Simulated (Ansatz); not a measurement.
A run of Ansatz 0.2.0:

The input input:

```
crystal:
  lattice:
    - [4.73122, 0.0, 0.0]
    - [-2.36561, 4.09736, 0.0]
    - [0.0, 0.0, 2.91089]
  atoms:
    - { symbol: In, position: [0.0, 0.0, 0.0] }
    - { symbol: As, position: [0.66667, 0.33333, 0.0] }
hamiltonian:
  xc: hse06
  pseudopotentials: { kind: paw_fr }
magnetization:
  noncollinear: true
  spin_orbit: true
kpoints:
  mp_grid: { grid: [3, 3, 4] }
scf:
  occupations: { method: fermi_dirac, width: 0.05 }
output:
  forces: true
  stress: true
  eigenvalues: true
  write_density: true
  write_potential: true
  elf: true
  volumetric_format: npy
```

Hardware: 1 × NVIDIA H100 80GB HBM3 with 2 threads of AMD EPYC 7R13 Processor (Zen 3), with other jobs on the host.

Task: How long does it take, and how much memory?

Result: Run time: 52 s on 1 × NVIDIA H100 80GB HBM3 with 2 threads of AMD EPYC 7R13 Processor (Zen 3) (shared host), peak memory 1.9 GiB. Counts: scf iterations 25, plane waves 1095, k points 9, bands 36.
